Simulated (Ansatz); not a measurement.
# Al3Au under strains and displacements

Computed with DFT PBEsol, scalar-relativistic, plane waves, PAW (Ansatz).

Cutoff 420 eV; k points 14×14×14 on the computed 4-atom cell (Γ-centred); Gaussian smearing, width 0.10 eV; no spin polarisation.

Reference cell:

```
Al Au
1.0
    -2.02533    2.02533    4.05660
     2.02533   -2.02533    4.05660
     2.02533    2.02533   -4.05660
Al Au
3 1
Cartesian
  0.0000 2.0253 2.0283
  2.0253 0.0000 2.0283
  0.0000 0.0000 4.0566
  0.0000 0.0000 0.0000
```

Each variant moves atoms of this cell by the vectors given, if any (Å), and then applies a symmetric strain (tensor components, Cartesian axes). The reference cell isn't relaxed at this level. Energies are per atom at zero smearing, counted from the lowest variant. Pressure is positive in compression.

1. strain (xx yy zz yz xz xy, %) -2.33 -2.33 -0.83 0.00 0.00 0.00
2. strain (xx yy zz yz xz xy, %) 1.57 1.57 7.57 0.00 0.00 0.00
3. strain (xx yy zz yz xz xy, %) 3.13 3.13 1.63 0.00 0.00 0.00

```
result  ΔE (meV/atom) P (GPa)
     A            0.0     3.18
     B           48.4    -8.48
     C           82.0    -9.51
```

(1) Which variant gave which result?

Spin–orbit coupling is left out, which can shift energies with elements as heavy as these.

Answers

(1) A is 1, B is 3, C is 2. The pressure falls as the cell grows: from the smallest volume to the largest the variants are 1, 3, 2.